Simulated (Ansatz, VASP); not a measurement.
## One calculation of Mg3Sb2, two programs

```
Mg Sb
1.0
     4.59524    0.00000    0.00000
    -2.29762    3.97960    0.00000
     0.00000    0.00000    7.27304
Mg Sb
3 2
Direct
  0.33333 0.66667 0.63222
  0.66667 0.33333 0.36778
  0.00000 0.00000 0.00000
  0.33333 0.66667 0.22572
  0.66667 0.33333 0.77428
```

Alike in both runs: functional PBE; k mesh 9 × 9 × 6; occupations gaussian, width 0.01 eV; no spin polarisation.

Ansatz relaxed the structure, and its values are those at the end. VASP's run is a single point on that final structure, the one shown.

|  | VASP | Ansatz |
| --- | --- | --- |
| version | VASP 6.6.1 | Ansatz 0.2.0 |
| potentials or method | VASP PAW PBE potentials, release 64 (Mg, Sb) | scalar-relativistic, plane waves, PAW |
| plane-wave cutoff (eV) | 520 | 420 |
| valence electrons in the cell | 16 | 60 |

```csv
,VASP,Ansatz,Ansatz less VASP
gap on the k mesh at the Fermi level (eV),0.09,0.12,+0.025
least direct gap on the mesh (eV),1.01,1.02,+0.007
pressure (GPa),0.0,0.0,-0.04
rms of the force components (eV/Å),0.005,0.001,-0.0047
```

The two sets of potentials don't hold the same shells in valence.

Caveats: spin-orbit coupling is left out, which moves the levels of the heavy elements; an odd mesh through Γ misses points on the zone boundary, where band edges often lie.
